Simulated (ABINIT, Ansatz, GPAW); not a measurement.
## One calculation of Cu, 4 ways

```
Cu
1.0
     2.53410    0.00000    0.00000
    -1.26705    2.19459    0.00000
     0.00000    0.00000    4.11257
Cu
2
Direct
  0.66971 0.35034 0.74393
  0.35459 0.66690 0.24866
```

This isn't the form of Cu at room conditions, which is fcc.

Atoms were shifted at random by some hundredths of an Å from the given cell, which wasn't relaxed again for these runs.

Alike in all runs: task single point; functional PBEsol; k mesh 12 × 12 × 7; occupations fermi-dirac, width 0.05 eV; no spin polarisation; no spin-orbit coupling. Pressure is positive in compression and, in plane waves, holds the error of the finite cutoff, which Ansatz's Pulay term estimates and takes out.

```tsv
program and potentials	plane-wave cutoff (eV)	notes	pressure (GPa)	largest force (eV/Å)	energy over the undisturbed cell (meV/atom)
Ansatz, Ansatz PAW	420	potentials made for PBE, which Ansatz adapts in part; 19 valence electrons an atom on average; Pulay term of +0.12 GPa included	-1.31	0.196	2.94
GPAW, PAW data sets generated for this functional	600	11 valence electrons an atom on average; this data set often lies off other programs	0.74	0.203	3.05
Ansatz, all-electron LAPW, scalar-relativistic	-	-	-1.31	0.196	-
ABINIT, PseudoDojo NC SR PBEsol v0.4.1 standard	1252	19 valence electrons an atom on average	-1.65	0.198	-
```

Force on atom 1 (Cu), eV/Å:

| program and potentials | x | y | z |
| --- | --- | --- | --- |
| Ansatz, Ansatz PAW | 0.106 | -0.059 | 0.154 |
| GPAW, PAW data sets generated for this functional | 0.109 | -0.060 | 0.161 |
| Ansatz, all-electron LAPW, scalar-relativistic | 0.106 | -0.059 | 0.154 |
| ABINIT, PseudoDojo NC SR PBEsol v0.4.1 standard | 0.107 | -0.059 | 0.156 |

The pressure spans -1.65 (ABINIT, PseudoDojo NC SR PBEsol v0.4.1 standard) to 0.74 GPa (GPAW, PAW data sets generated for this functional), with all-electron results at -1.31. The pressure on the cell as given of GPAW, PAW data sets generated for this functional lies far from the others; the cause wasn't traced.

The functional is the same throughout but for its coding, so the spread measures potentials, basis and numerics; runs on potential files found faulty are left out.
